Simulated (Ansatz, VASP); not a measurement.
Two plane-wave programs on SiC

INCAR

```
PREC = Accurate
ENCUT = 520
EDIFF = 1E-6
ISMEAR = 0
SIGMA = 0.05
LREAL = False
LASPH = True
NELM = 60
ALGO = Normal
ISIF = 2
LWAVE = False
LCHARG = False
GGA = PS
NBANDS = 11
```

Contents of KPOINTS:

```
Automatic mesh
0
Gamma
  10 10 10
```

POSCAR

```
SiC
1.0
    0.0000000000      2.1783945700      2.1783945700
    2.1783945700      0.0000000000      2.1783945700
    2.1783945700      2.1783945700      0.0000000000
Si C
1 1
Direct
   -0.0011779299      0.0058896495      0.0011779299
    0.7527543220      0.7362283902      0.7472456780
```

Input for Ansatz:

```yaml
crystal:
  lattice:
    - [0.0, 2.17839457, 2.17839457]
    - [2.17839457, 0.0, 2.17839457]
    - [2.17839457, 2.17839457, 0.0]
  atoms:
    - { symbol: Si, position: [-0.0011779299, 0.0058896495, 0.0011779299] }
    - { symbol: C, position: [0.752754322, 0.7362283902, 0.747245678] }
basis:
  ecutwfc: 520.0
kpoints:
  mp_grid: { grid: [10, 10, 10] }
hamiltonian:
  xc: pbesol
  pseudopotentials: { kind: paw, azcp: { folder: soft_1 } }
scf:
  occupations: { method: gaussian, width: 0.05 }
output:
  forces: true
  stress: true
  eigenvalues: true
```

Change from the starting cell: mode 4 frozen in at -0.036 Å and mode 5 at -0.024 Å (largest displacements).

Alike in both runs: task single point; functional PBEsol; k mesh 10 × 10 × 10; occupations gaussian, width 0.05 eV; no spin polarisation.

|  | VASP | Ansatz |
| --- | --- | --- |
| version | VASP 6.6.1 | Ansatz 0.2.0 |
| potentials or method | VASP PAW PBE potentials, release 64 (Si, C) | scalar-relativistic, plane waves, PAW |
| plane-wave cutoff (eV) | 520 | 520 |
| valence electrons in the cell | 8 | 8 |

Ansatz gave:

```
gap on the k mesh at the Fermi level (eV)       : 0.95
least direct gap on the mesh (eV)               : 4.33
pressure (GPa)                                  : 0.5
largest component of the traceless stress (GPa) : 3.41
rms of the force components (eV/Å)              : 0.688
```

Q: Estimate VASP's values.

A: gap on the k mesh at the Fermi level (eV): 0.94; least direct gap on the mesh (eV): 4.31; pressure (GPa): 0.8; largest component of the traceless stress (GPa): 3.45; rms of the force components (eV/Å): 0.690.

Atom by atom the forces differ by 0.002 eV/Å (rms over components). With one functional, cell and mesh, what is left measures potentials, basis and numerics. Ansatz warned: «pseudo_functional_mismatch».

Caveats: the PAW data sets were made with another functional, which shifts forces and pressure a little (VASP). A k mesh can miss the band edges.
